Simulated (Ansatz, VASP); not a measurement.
**One calculation of ZrB, two programs**

File INCAR:

```
PREC = Accurate
ENCUT = 600
EDIFF = 1E-7
ISMEAR = 0
SIGMA = 0.1
LREAL = F
LASPH = T
NELM = 100
ALGO = Normal
ISIF = 3
LWAVE = F
LCHARG = F
GGA = PS
IBRION = 2
NSW = 80
EDIFFG = -0.05
```

Contents of KPOINTS:

```
Automatic mesh
0
Gamma
  6 6 6
```

File POSCAR:

```
ZrB
1.0
    0.0000000000      2.5529776531      2.5529776531
    2.5529776531      0.0000000000      2.5529776531
    2.5529776531      2.5529776531      0.0000000000
Zr B
1 1
Direct
    0.7500000000      0.7500000000      0.7500000000
    0.0000000000      0.0000000000      0.0000000000
```

Input for Ansatz:

```yaml
crystal:
  lattice:
    - [0.0, 2.5529776531, 2.5529776531]
    - [2.5529776531, 0.0, 2.5529776531]
    - [2.5529776531, 2.5529776531, 0.0]
  atoms:
    - { symbol: Zr, position: [0.75, 0.75, 0.75] }
    - { symbol: B, position: [0.0, 0.0, 0.0] }
basis:
  ecutwfc: 420
kpoints:
  mp_grid: { grid: [6, 6, 6] }
hamiltonian:
  xc: pbesol
scf:
  occupations: { method: gaussian, width: 0.1 }
output:
  forces: true
  stress: true
  eigenvalues: true
relax:
  adjacent_minimum: "off"
  f_tol: 0.05
  max_steps: 60
  cell: { stress_tol: 0.5 }
```

Alike in both runs: task relaxation of cell and atoms; functional PBEsol; k mesh 6 × 6 × 6; occupations gaussian, width 0.1 eV; no spin polarisation.

```csv
,VASP,Ansatz
version,VASP 6.6.1,Ansatz 0.2.0
potentials or method,"VASP PAW PBE potentials, release 64 (Zr_sv, B)","scalar-relativistic, plane waves, PAW"
plane-wave cutoff (eV),600,420
valence electrons in the cell,15,15
```

|  | VASP | Ansatz | Ansatz less VASP |
| --- | --- | --- | --- |
| gap on the k mesh at the Fermi level, each at its own relaxed structure (eV) | none | none | - |
| relaxed volume (Å³/atom) | 18.02 | 18.00 | -0.020 |
| relaxed cell length with the largest relative difference (Å) | 3.708 | 3.707 | -0.0014 |
| energy change over the relaxation (meV/atom) | -38 | -37 | +1.4 |

A gap of «none» marks a metal or a gap that the smearing closes.

Caveats: the PAW data sets were made with another functional, which shifts forces and pressure a little (VASP). Zero-point motion and thermal expansion aren't in these numbers.
